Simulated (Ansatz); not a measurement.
Reaction (silylene formation by 1,1-elimination): `C=CCC[SiH3]` → `C=CCC` + `[SiH2]`

Program: Ansatz. Geometries: PBE0-D4/def2-TZVP. ΔE: electronic, gas phase. CCSD(T)/CBS is the MP2 limit (def2-TZVPP, def2-QZVPP) plus CCSD(T) − MP2 in def2-TZVPP, frozen cores. This one scheme is used for every species. Functionals use def2-TZVPP. B3LYP here is the variant with VWN-RPA as its local correlation; programs differ in this. Each species was taken in one conformer, which may not be the lowest.

CCSD(T)/CBS gives +54.0 kcal/mol.

(1) Another level gave +52.8 kcal/mol. Which?
A. B3LYP/def2-TZVPP
B. B3LYP-D4/def2-TZVPP
C. r2SCAN-D4/def2-TZVPP
D. MP2/def2-TZVPP

Largest T1 diagnostic among the species: 0.014.

Results:

(1) B. B3LYP-D4 52.8, B3LYP 48.7, MP2/def2-TZVPP 57.4, r2SCAN-D4 58.5 kcal/mol.

From PBE to PBE0 (25 % exact exchange), in def2-TZVPP and without D4, ΔE moves by +2.2 kcal/mol. The D4 term adds +4.1 kcal/mol with B3LYP and +2.3 kcal/mol with PBE0; it sums over pairs of atoms, weighted by their polarisabilities, and B3LYP, whose exchange is more repulsive, gets the larger term. In def2-TZVPP, CCSD(T) changes the Hartree–Fock value by +4.8 kcal/mol (the triples alone add +1.3 kcal/mol) and MP2 by +9.7 kcal/mol.

CCSD(T)/CBS has its own doubt, a few kJ/mol and more with outer-core shells, so smaller differences from it don't rank the levels.
